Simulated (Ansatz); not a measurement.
## TlBr, space group Pm-3m: a band structure

Program: Ansatz 0.2.0, Python API.

The script, `bands_tlbr.py`:
```python
# -*- coding: utf-8 -*-
"""Band structure of TlBr."""

import logging
import sys
import warnings

import ansatz as az
import numpy as np

logging.basicConfig(stream=sys.stdout, format="%(levelname)s %(message)s")
log = logging.getLogger("tlbr")
log.setLevel(logging.INFO)

XC = "r2scan"
K_DENSITY = 3.1
SMEARING = "fixed"
EXTRA_BANDS = 6

warnings.simplefilter("ignore", az.DeckWarning)

vectors = np.array([
    [3.98, 0.0, 0.0],
    [0.0, 3.98, 0.0],
    [0.0, 0.0, 3.98],
])
xtal = (
    az.Lattice.of(vectors)
    .atom("Tl", (0.0, 0.0, 0.0))
    .atom("Br", (0.5, 0.5, 0.5))
)

# vertices of the path, as fractions of the reciprocal vectors
path = [
    ("G", (0.0, 0.0, 0.0)),
    ("X", (0.0, 0.5, 0.0)),
    ("M", (0.5, 0.5, 0.0)),
    ("G", (0.0, 0.0, 0.0)),
    ("R", (0.5, 0.5, 0.5)),
    ("X", (0.0, 0.5, 0.0)),
]
job = (
    xtal.calculation()
    .accuracy("low")
    .pseudopotentials("nc")
    .functional(XC)
    .kpoints(density=K_DENSITY)
    .occupations(SMEARING)
    .band_structure([point for _, point in path], intervals=8)
    .scf(extra_bands=EXTRA_BANDS)
    .band_table()
)
planned = job.session().plan(threads=1)
facts = planned.describe()
print("plan:", facts["n_bands"], "bands,", len(facts["kpoints_frac"]), "k-points, plane waves", facts["n_pw_range"], "grid", facts["fft_dense"])
res = planned.execute()
r = res.report

log.info(f"free energy      {r['free_energy_ev']:.5f} eV")
log.info(f"per atom         {r['free_energy_ev'] / len(res.lattice.sites):.5f} eV")
log.info(f"SCF iterations   {r['n_iterations']}  (converged: {r['converged']})")

fermi = r["fermi_energy_ev"]
log.info("levels less the Fermi level (eV) at the first k-points")
for k, levels in list(zip(r["kpoints_frac"], r["eigenvalues_ev"]))[:6]:
    log.info("k = ({:.3f}, {:.3f}, {:.3f})".format(*k))
    print("   ", " ".join(f"{e - fermi:.3f}" for e in levels))

bands = res.band_structure()
fermi = bands.fermi_energy_ev
log.info(f"zero of the bands: {fermi:.3f} eV, the Fermi level found on the SCF mesh")
levels = bands.channels[0].eigenvalues_ev - fermi
filled = round(r["n_electrons"]) // 2
valence, conduction = levels[:, filled - 1], levels[:, filled]
log.info("k (fractions)              top valence  bottom conduction (eV)")
for k, lo, hi in zip(bands.kpoints_frac, valence, conduction):
    log.info(f"{k[0]:7.3f} {k[1]:7.3f} {k[2]:7.3f} {lo:12.3f} {hi:13.3f}")
log.info(f"on this path: least direct gap {np.min(conduction - valence):.3f} eV, least gap {conduction.min() - valence.max():.3f} eV")
```

Running `python bands_tlbr.py` prints:
```text
plan: 16 bands, 10 k-points, plane waves [3349, 3407] grid [40, 40, 40]
INFO free energy      -2501.80467 eV
INFO per atom         -1250.90234 eV
INFO SCF iterations   7  (converged: True)
INFO levels less the Fermi level (eV) at the first k-points
INFO k = (0.000, 0.000, 0.000)
    -13.966 -10.239 -10.239 -10.057 -10.057 -10.057 -4.324 -1.100 -1.100 -1.100 7.807 7.807 8.000 8.000 8.000 12.212
INFO k = (0.000, 0.000, 0.200)
    -13.885 -10.235 -10.193 -10.078 -10.078 -10.055 -4.688 -0.942 -0.942 -0.816 5.468 7.469 7.469 8.060 9.767 13.627
INFO k = (0.000, 0.000, 0.400)
    -13.748 -10.230 -10.123 -10.111 -10.111 -10.052 -5.236 -0.661 -0.661 0.000 3.047 6.637 6.637 8.672 11.643 12.977
INFO k = (0.000, 0.200, 0.200)
    -13.818 -10.212 -10.166 -10.086 -10.077 -10.071 -4.719 -1.722 -0.823 -0.159 4.857 6.389 7.330 9.063 10.867 11.939
INFO k = (0.000, 0.200, 0.400)
    -13.703 -10.200 -10.105 -10.099 -10.095 -10.069 -4.918 -1.694 -0.618 -0.313 3.776 6.031 6.987 9.426 12.092 12.623
INFO k = (0.000, 0.400, 0.400)
    -13.630 -10.172 -10.097 -10.095 -10.067 -10.036 -4.141 -2.584 -1.685 -0.546 4.945 5.642 7.728 9.158 11.522 11.557
INFO zero of the bands: 4.760 eV, the Fermi level found on the SCF mesh
INFO k (fractions)              top valence  bottom conduction (eV)
INFO   0.000   0.000   0.000       -1.100         7.807
INFO   0.000   0.062   0.000       -1.073         7.281
INFO   0.000   0.125   0.000       -0.991         6.505
INFO   0.000   0.187   0.000       -0.851         5.643
INFO   0.000   0.250   0.000       -0.651         4.781
INFO   0.000   0.312   0.000       -0.398         3.976
INFO   0.000   0.375   0.000       -0.112         3.280
INFO   0.000   0.437   0.000        0.148         2.767
INFO   0.000   0.500   0.000        0.263         2.567
INFO   0.062   0.500   0.000        0.186         2.711
INFO   0.125   0.500   0.000       -0.041         3.078
INFO   0.187   0.500   0.000       -0.399         3.557
INFO   0.250   0.500   0.000       -0.568         4.073
INFO   0.312   0.500   0.000       -0.552         4.583
INFO   0.375   0.500   0.000       -0.538         5.047
INFO   0.437   0.500   0.000       -0.529         5.400
INFO   0.500   0.500   0.000       -0.525         5.538
INFO   0.437   0.437   0.000       -0.533         5.267
INFO   0.375   0.375   0.000       -0.560         4.721
INFO   0.312   0.312   0.000       -0.559         4.296
INFO   0.250   0.250   0.000       -0.129         4.347
INFO   0.187   0.187   0.000       -0.209         5.039
INFO   0.125   0.125   0.000       -0.579         6.134
INFO   0.062   0.062   0.000       -0.947         7.248
INFO   0.000   0.000   0.000       -1.100         7.807
INFO   0.062   0.062   0.062       -0.830         7.247
INFO   0.125   0.125   0.125       -0.279         6.061
INFO   0.187   0.187   0.187       -0.004         5.467
INFO   0.250   0.250   0.250       -0.333         5.128
INFO   0.312   0.312   0.312       -0.959         4.248
INFO   0.375   0.375   0.375       -1.511         3.487
INFO   0.437   0.437   0.437       -1.754         2.966
INFO   0.500   0.500   0.500       -1.741         2.779
INFO   0.437   0.500   0.437       -1.706         2.870
INFO   0.375   0.500   0.375       -1.605         3.139
INFO   0.312   0.500   0.312       -1.446         3.574
INFO   0.250   0.500   0.250       -1.154         4.154
INFO   0.187   0.500   0.187       -0.715         4.065
INFO   0.125   0.500   0.125       -0.257         3.467
INFO   0.062   0.500   0.062        0.115         2.845
INFO   0.000   0.500   0.000        0.263         2.567
INFO on this path: least direct gap 2.303 eV, least gap 2.303 eV
```

These settings explore the input space; cutoff and mesh may be short of convergence. Along an axis with an odd division the mesh misses the point at one half; a gap read on a finite mesh is an upper bound on this functional's gap. Spin-orbit coupling, left out here, can change this gap by several tenths of an eV, and inverted bands can meet off the mesh. Such functionals run on norm-conserving files made under PBE, which can move pressures by some GPa. With fixed filling the reported Fermi level is the top filled level among the k-points of the SCF. The structure is a deposited one; some such entries were measured under pressure or heat, so a shift against it needn't be the functional's error alone. Levels are Kohn-Sham eigenvalues on this mesh, without spin-orbit coupling. It ran for 8.1 s on 1 thread of Arm Neoverse V1 (shared host), peak memory 0.38 GiB.

(A comment or docstring line of the script was reworded after the run, the code is as it ran; lines on the test bed's own set-up are left out of the output.)
